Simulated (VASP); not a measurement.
# KMgF3 (Pm-3m) in VASP: density of states with LDA

Aim: the density of states of KMgF3 with LDA.

Everything below comes from runs of VASP 6.6.1. Logs are shortened: lines on timing, memory, paths and dates and some standing lists are left out, and cuts for length are marked.

### Step 1. The crystal as given

Symmetry: Pm-3m, No. 221, cubic system. Conventional cell: a = 4.000 Å, b = 4.000 Å, c = 4.000 Å, α = 90.00°, β = 90.00°, γ = 90.00°. K (site symmetry m-3m) has 12 F at 2.83 Å as nearest neighbours. Mg (site symmetry m-3m) is surrounded by 6 F at 2.00 Å. Around F (site symmetry 4/mmm) lie 2 Mg at 2.00 Å.

### Step 2. Density of states, LDA

The input, POSCAR:

```
KMgF3
1.0
    3.9999440300      0.0000000000      0.0000000000
    0.0000000000      3.9999440300      0.0000000000
    0.0000000000      0.0000000000      3.9999440300
K Mg F
1 1 3
Direct
    0.5000000000      0.5000000000      0.5000000000
    0.0000000000      0.0000000000      0.0000000000
    0.5000000000      0.0000000000      0.0000000000
    0.0000000000      0.5000000000      0.0000000000
    0.0000000000      0.0000000000      0.5000000000
```

The input, INCAR.step1:

```
SYSTEM = KMgF3
PREC = Accurate
ENCUT = 520
EDIFF = 1E-6
ISMEAR = 1
SIGMA = 0.0172
LREAL = .FALSE.
LASPH = .TRUE.
NELM = 100
ALGO = Normal
ISIF = 2
LWAVE = .FALSE.
LCHARG = .TRUE.
NBANDS = 24
```

The input, KPOINTS.step1:

```
regular mesh
0
G
  7 7 7
  0 0 0
```

The input, INCAR.step2:

```
SYSTEM = KMgF3
PREC = Accurate
ENCUT = 520
EDIFF = 1E-6
ISMEAR = -5
SIGMA = 0.0172
LREAL = .FALSE.
LASPH = .TRUE.
NELM = 100
ALGO = Normal
ISIF = 2
LWAVE = .FALSE.
LCHARG = .FALSE.
LORBIT = 10
NEDOS = 2001
ICHARG = 11
```

The input, KPOINTS.step2:

```
regular mesh
0
G
  11 11 11
  0 0 0
```

Potentials or basis: VASP PAW LDA potentials, release 64 (K_sv, Mg, F).

On the command line:

```bash
$ cat potpaw_LDA.64/K_sv/POTCAR potpaw_LDA.64/Mg/POTCAR potpaw_LDA.64/F/POTCAR > POTCAR
$ cp INCAR.step1 INCAR
$ cp KPOINTS.step1 KPOINTS
$ mpirun -np 1 vasp_std > vasp.out
$ cp INCAR.step2 INCAR
$ cp KPOINTS.step2 KPOINTS
$ mpirun -np 1 vasp_std > vasp.out
```

OUTCAR:

```text
SYSTEM = KMgF3
   PREC = Accurate
   ENCUT = 520
   EDIFF = 1E-6
   ISMEAR = -5
   LREAL = .FALSE.
   LASPH = .TRUE.
   NELM = 100
   ISIF = 2
   LORBIT = 10
   ICHARG = 11

 ion  position               nearest neighbor table
   1  0.500  0.500  0.500-   3 2.83   4 2.83   5 2.83   3 2.83   4 2.83   3 2.83   5 2.83   3 2.83
                             4 2.83   5 2.83   4 2.83   5 2.83   2 3.46   2 3.46   2 3.46   2 3.46
   2  0.000  0.000  0.000-   3 2.00   4 2.00   5 2.00   5 2.00   4 2.00   3 2.00   1 3.46   1 3.46
                             1 3.46   1 3.46   1 3.46   1 3.46   1 3.46   1 3.46
   3  0.500  0.000  0.000-   2 2.00   2 2.00   1 2.83   1 2.83   1 2.83   1 2.83
   4  0.000  0.500  0.000-   2 2.00   2 2.00   1 2.83   1 2.83   1 2.83   1 2.83
   5  0.000  0.000  0.500-   2 2.00   2 2.00   1 2.83   1 2.83   1 2.83   1 2.83

  LATTYP: Found a simple cubic cell.
 ALAT       =     3.9999440300

  Lattice vectors:

 A1 = (   3.9999440300,   0.0000000000,   0.0000000000)
 A2 = (   0.0000000000,   3.9999440300,   0.0000000000)
 A3 = (   0.0000000000,   0.0000000000,   3.9999440300)

Analysis of symmetry for initial positions (statically):
=====================================================================
 Subroutine PRICEL returns:
 Original cell was already a primitive cell.

 Routine SETGRP: Setting up the symmetry group for a
 simple cubic supercell.

 Subroutine GETGRP returns: Found 48 space group operations
 (whereof 48 operations were pure point group operations)
 out of a pool of 48 trial point group operations.

The static configuration has the point symmetry O_h .

Analysis of symmetry for dynamics (positions and initial velocities):
=====================================================================
 Subroutine PRICEL returns:
 Original cell was already a primitive cell.

 Routine SETGRP: Setting up the symmetry group for a
 simple cubic supercell.

 Subroutine GETGRP returns: Found 48 space group operations
 (whereof 48 operations were pure point group operations)
 out of a pool of 48 trial point group operations.

The dynamic configuration has the point symmetry O_h .

 Subroutine INISYM returns: Found 48 space group operations
 (whereof 48 operations are pure point group operations),
 and found     1 'primitive' translations

----------------------------------------------------------------------------------------

                                     Primitive cell

  volume of cell :      63.9973

  direct lattice vectors                    reciprocal lattice vectors
     3.999944030  0.000000000  0.000000000     0.250003498  0.000000000  0.000000000
     0.000000000  3.999944030  0.000000000     0.000000000  0.250003498  0.000000000
     0.000000000  0.000000000  3.999944030     0.000000000  0.000000000  0.250003498

  length of vectors
     3.999944030  3.999944030  3.999944030     0.250003498  0.250003498  0.250003498

  position of ions in fractional coordinates (direct lattice)
     0.500000000  0.500000000  0.500000000
     0.000000000  0.000000000  0.000000000
     0.500000000  0.000000000  0.000000000
     0.000000000  0.500000000  0.000000000
     0.000000000  0.000000000  0.500000000

  ion indices of the primitive-cell ions
   primitive index   ion index
                 1           1
                 2           2
                 3           3
                 4           4
                 5           5

----------------------------------------------------------------------------------------

 KPOINTS: regular mesh

Automatic generation of k-mesh.
 Grid dimensions read from file:
 generate k-points for:   11   11   11

 Generating k-lattice:

  Cartesian coordinates                     Fractional coordinates (reciprocal lattice)
     0.022727591  0.000000000  0.000000000     0.090909091  0.000000000  0.000000000
     0.000000000  0.022727591  0.000000000     0.000000000  0.090909091  0.000000000
     0.000000000  0.000000000  0.022727591     0.000000000  0.000000000  0.090909091

  Length of vectors
     0.022727591  0.022727591  0.022727591

  Shift w.r.t. Gamma in fractional coordinates (k-lattice)
     0.000000000  0.000000000  0.000000000

 TETIRR: Found    651 inequivalent tetrahedra from     7986

 Subroutine IBZKPT returns following result:
 ===========================================

 Found     56 irreducible k-points:

 Following reciprocal coordinates:
            Coordinates               Weight
  0.000000  0.000000  0.000000      1.000000
  0.090909  0.000000  0.000000      6.000000
  0.181818  0.000000  0.000000      6.000000
  0.272727  0.000000  0.000000      6.000000
  0.363636  0.000000  0.000000      6.000000
  0.454545  0.000000  0.000000      6.000000
[... 16 lines left out ...]
  0.181818  0.090909  0.090909     24.000000
  0.272727  0.090909  0.090909     24.000000
 [... further k-points ...]
   k-points           NKPTS =     56   k-points in BZ     NKDIM =     56   number of bands    NBANDS=     20
   number of dos      NEDOS =   2001   number of ions     NIONS =      5
   total plane-waves  NPLWV =  27000
   dimension x,y,z NGX =    30 NGY =   30 NGZ =   30
   dimension x,y,z NGXF=    60 NGYF=   60 NGZF=   60
   ions per type =               1   1   3
   NGX,Y,Z   is equivalent  to a cutoff of  12.47, 12.47, 12.47 a.u.
   NGXF,Y,Z  is equivalent  to a cutoff of  24.94, 24.94, 24.94 a.u.
 SYSTEM =  KMgF3
   PREC   = accura    normal or accurate (medium, high low for compatibility)
   ISTART =      0    job   : 0-new  1-cont  2-samecut
   ICHARG =     11    charge: 1-file 2-atom 10-const
   ISPIN  =      1    spin polarized calculation?
   LNONCOLLINEAR =      F non collinear calculations
   LSORBIT =      F    spin-orbit coupling
   LASPH  =      T    aspherical Exc in radial PAW
   ENCUT  =  520.0 eV  38.22 Ry    6.18 a.u.   7.44  7.44  7.44*2*pi/ulx,y,z
   NELM   =    100;   NELMIN=  2; NELMDL=  0     # of ELM steps
   EDIFF  = 0.1E-05   stopping-criterion for ELM
   LREAL  =      F    real-space projection
   EDIFFG = 0.1E-04   stopping-criterion for IOM
   NSW    =      0    number of steps for IOM
   IBRION =     -1    ionic relax: 0-MD 1-quasi-New 2-CG
   NFREE  =      0    steps in history (QN), initial steepest desc. (CG)
   ISIF   =      2    stress and relaxation
   ISYM   =      2    0-nonsym 1-usesym 2-fastsym
   POTIM  = 0.5000    time-step for ionic-motion
   TEBEG  =    0.0;   TEEND  =   0.0 temperature during run
   PSTRESS=    0.0 pullay stress
   NELECT =      32.0000    total number of electrons
   NUPDOWN=      -1.0000    fix difference up-down
   EMIN   =  10.00;   EMAX   =-10.00  energy-range for DOS
   EFERMI =   0.00;   METHOD = LEGACY
   ISMEAR =    -5;   SIGMA  =   0.02  broadening in eV -4-tet -1-fermi 0-gaus
   EFERMI_NEDOS =   21; number of points for ismear=-14 and -15
   IALGO  =     38    algorithm
   IMIX   =      4    mixing-type and parameters
     AMIX     =   0.40;   BMIX     =  1.00
     AMIX_MAG =   1.60;   BMIX_MAG =  1.00
  volume/ion in A,a.u.               =      12.80        86.38
  Fermi-wavevector in a.u.,A,eV,Ry     =   1.299384  2.455480 22.972066  1.688399
  Thomas-Fermi vector in A             =   2.430651
   LORBIT       =     10    0 simple, 1 ext, 2 COOP (PROOUT), +10 PAW based schemes
   GGA     = CA    functional components
   LHFCALC =     F    Hartree Fock is set to
   AEXX    =    0.0000 exact exchange contribution
   IVDW    =     0    specifies the selected vdW correction
   LEPSILON=     F    determine dielectric tensor
   LRPA    =     F    only Hartree local field effects (RPA)
 non-spin polarized calculation
 Fermi weights with tetrahedron method with Bloechl corrections
  energy-cutoff  :      520.00
  volume of cell :       64.00
 maximum number of plane-waves:      1759
 NGX is ok and might be reduce to    30

 number of electron      31.9999957 magnetization

 Free energy of the ion-electron system (eV)
  ---------------------------------------------------
  ext. energy  EPLUGINS =         0.00000000
  ---------------------------------------------------
  free energy    TOTEN  =       -27.04458980 eV

  energy without entropy =      -27.04458980  energy(sigma->0) =      -27.04458980

 E-fermi :  -2.0611     XC(G=0): -10.3559

 val. band max:       -2.0615500122   @ k =   0.4545   0.4545   0.4545
 cond. band min:       4.8292801958   @ k =   0.0000   0.0000   0.0000
 fundamental gap:      6.8908302080
 Fermi energy:        -2.0611369447

 k-point     1 :       0.0000    0.0000    0.0000
  band No.  band energies     occupation
      1     -27.2394      2.00000
      2     -21.7463      2.00000
      3     -21.0648      2.00000
      4     -21.0648      2.00000
      5     -10.9797      2.00000
      6     -10.9797      2.00000
[... 12 lines left out ...]
     19       7.7170      0.00000
     20       9.9482      0.00000

 k-point     2 :       0.0909    0.0000    0.0000
  band No.  band energies     occupation
      1     -27.2370      2.00000
      2     -21.7372      2.00000
      3     -21.0768      2.00000
      4     -21.0640      2.00000
      5     -10.9783      2.00000
      6     -10.9750      2.00000
[... 12 lines left out ...]
     19       7.8084      0.00000
     20       9.9937      0.00000

 k-point     3 :       0.1818    0.0000    0.0000
  band No.  band energies     occupation
      1     -27.2306      2.00000
      2     -21.7103      2.00000
      3     -21.1107      2.00000
      4     -21.0617      2.00000
      5     -10.9743      2.00000
      6     -10.9622      2.00000
[... 12 lines left out ...]
     19       8.0516      0.00000
     20      10.1169      0.00000

 k-point     4 :       0.2727    0.0000    0.0000
  band No.  band energies     occupation
      1     -27.2222      2.00000
      2     -21.6701      2.00000
      3     -21.1601      2.00000
      4     -21.0591      2.00000
      5     -10.9692      2.00000
      6     -10.9454      2.00000
[... 12 lines left out ...]
     19       8.3316      0.00000
     20      10.2836      0.00000

 k-point     5 :       0.3636    0.0000    0.0000
  band No.  band energies     occupation
      1     -27.2144      2.00000
      2     -21.6253      2.00000
      3     -21.2127      2.00000
      4     -21.0566      2.00000
      5     -10.9645      2.00000
      6     -10.9297      2.00000
[... 12 lines left out ...]
     19       8.5873      0.00000
     20      10.4452      0.00000
[... 353 lines left out ...]
      6     -11.0508      2.00000
[... 12 lines left out ...]
     19      10.0917      0.00000
     20      10.1040      0.00000

 k-point    22 :       0.0909    0.0909    0.0909
  band No.  band energies     occupation
      1     -27.2324      2.00000
      2     -21.7178      2.00000
      3     -21.0812      2.00000
      4     -21.0812      2.00000
      5     -10.9815      2.00000
      6     -10.9815      2.00000
[... 12 lines left out ...]
     19       7.9674      0.00000
     20      10.0404      0.00000

 k-point    23 :       0.1818    0.0909    0.0909
  band No.  band energies     occupation
      1     -27.2263      2.00000
      2     -21.6899      2.00000
      3     -21.1142      2.00000
      4     -21.0787      2.00000
      5     -10.9888      2.00000
      6     -10.9719      2.00000
[... 12 lines left out ...]
     19       8.2091      0.00000
     20      10.1491      0.00000

 k-point    24 :       0.2727    0.0909    0.0909
  band No.  band energies     occupation
      1     -27.2182      2.00000
      2     -21.6485      2.00000
      3     -21.1625      2.00000
      4     -21.0759      2.00000
      5     -10.9887      2.00000
      6     -10.9594      2.00000
[... 12 lines left out ...]
     19       8.4864      0.00000
     20      10.2432      0.00000

 [... further k-points ...]
[... 5 lines left out ...]
  --------------------------------------------------------------------------------------
  -------------------------------------------------------------------------------------
  Total       -2.3531960     -2.3531960     -2.3531960      0.0000000      0.0000000     -0.0000000
  in kB      -58.9124293    -58.9124293    -58.9124293      0.0000000      0.0000000     -0.0000000
  external PRESSURE =     -58.9124293 kB  Pullay stress =       0.0000000 kB

 VOLUME and BASIS-vectors are now :
 -----------------------------------------------------------------------------
  energy-cutoff  :      520.00
  volume of cell :       64.00
      direct lattice vectors                 reciprocal lattice vectors
     3.999944030  0.000000000  0.000000000     0.250003498  0.000000000  0.000000000
     0.000000000  3.999944030  0.000000000     0.000000000  0.250003498  0.000000000
     0.000000000  0.000000000  3.999944030     0.000000000  0.000000000  0.250003498

 POSITION                                       TOTAL-FORCE (eV/Angst)
 -----------------------------------------------------------------------------------
      1.99997      1.99997      1.99997         0.000000      0.000000      0.000000
      0.00000      0.00000      0.00000         0.000000      0.000000      0.000000
      1.99997      0.00000      0.00000         0.000000      0.000000      0.000000
      0.00000      1.99997      0.00000         0.000000      0.000000      0.000000
      0.00000      0.00000      1.99997         0.000000      0.000000      0.000000
 -----------------------------------------------------------------------------------
    total drift:                                0.000000     -0.000000      0.000000

  FREE ENERGIE OF THE ION-ELECTRON SYSTEM (eV)
  ---------------------------------------------------
  free  energy   TOTEN  =       -27.0445898038 eV

  energy  without entropy=      -27.0445898038  energy(sigma->0) =      -27.04458980

 total charge

# of ion       s       p       d       tot
------------------------------------------
    1        1.953   5.567   0.028   7.549
    2        0.130   0.166   0.077   0.373
    3        1.721   4.378   0.000   6.099
    4        1.721   4.378   0.000   6.099
    5        1.721   4.378   0.000   6.099
--------------------------------------------------
tot          7.246  18.866   0.106  26.218
```

Run time: 43 s. Hardware: 1 thread of AMD EPYC 7R13 (Zen 3), shared host; peak memory 0.16 GiB.

Results:

```
Valence electrons inside the program's atomic spheres : K 7.55; Mg 0.37; F 6.10
```

States per cell in windows of 0.5 eV (zero at the valence-band top; states under -8 eV left out):
```tsv
from (eV)	total	F3_p	F4_p	F5_p	Mg2_p	K1_p	Mg2_s
-8.0	0.00	0.00	0.00	0.00	0.00	0.00	0.00
-7.5	0.00	0.00	0.00	0.00	0.00	0.00	0.00
-7.0	0.00	0.00	0.00	0.00	0.00	0.00	0.00
-6.5	0.00	0.00	0.00	0.00	0.00	0.00	0.00
-6.0	0.00	0.00	0.00	0.00	0.00	0.00	0.00
-5.5	0.00	0.00	0.00	0.00	0.00	0.00	0.00
-5.0	0.00	0.00	0.00	0.00	0.00	0.00	0.00
-4.5	0.00	0.00	0.00	0.00	0.00	0.00	0.00
-4.0	0.22	0.04	0.04	0.04	0.00	0.00	0.02
-3.5	0.74	0.15	0.15	0.15	0.01	0.00	0.05
-3.0	0.98	0.21	0.21	0.21	0.02	0.00	0.03
-2.5	1.72	0.39	0.39	0.39	0.06	0.01	0.00
-2.0	3.53	0.81	0.81	0.81	0.04	0.05	0.01
-1.5	2.99	0.72	0.72	0.72	0.01	0.04	0.00
-1.0	4.10	1.04	1.04	1.04	0.01	0.02	0.00
-0.5	3.90	1.04	1.04	1.04	0.00	0.01	0.00
0.0	0.00	0.00	0.00	0.00	0.00	0.00	0.00
0.5	0.00	0.00	0.00	0.00	0.00	0.00	0.00
1.0	0.00	0.00	0.00	0.00	0.00	0.00	0.00
1.5	0.00	0.00	0.00	0.00	0.00	0.00	0.00
2.0	0.00	0.00	0.00	0.00	0.00	0.00	0.00
2.5	0.00	0.00	0.00	0.00	0.00	0.00	0.00
3.0	0.00	0.00	0.00	0.00	0.00	0.00	0.00
3.5	0.00	0.00	0.00	0.00	0.00	0.00	0.00
4.0	0.00	0.00	0.00	0.00	0.00	0.00	0.00
4.5	0.00	0.00	0.00	0.00	0.00	0.00	0.00
5.0	0.00	0.00	0.00	0.00	0.00	0.00	0.00
5.5	0.00	0.00	0.00	0.00	0.00	0.00	0.00
6.0	0.00	0.00	0.00	0.00	0.00	0.00	0.00
6.5	0.00	0.00	0.00	0.00	0.00	0.00	0.00
7.0	0.05	0.00	0.00	0.00	0.00	0.00	0.00
7.5	0.10	0.00	0.00	0.00	0.00	0.00	0.01
```
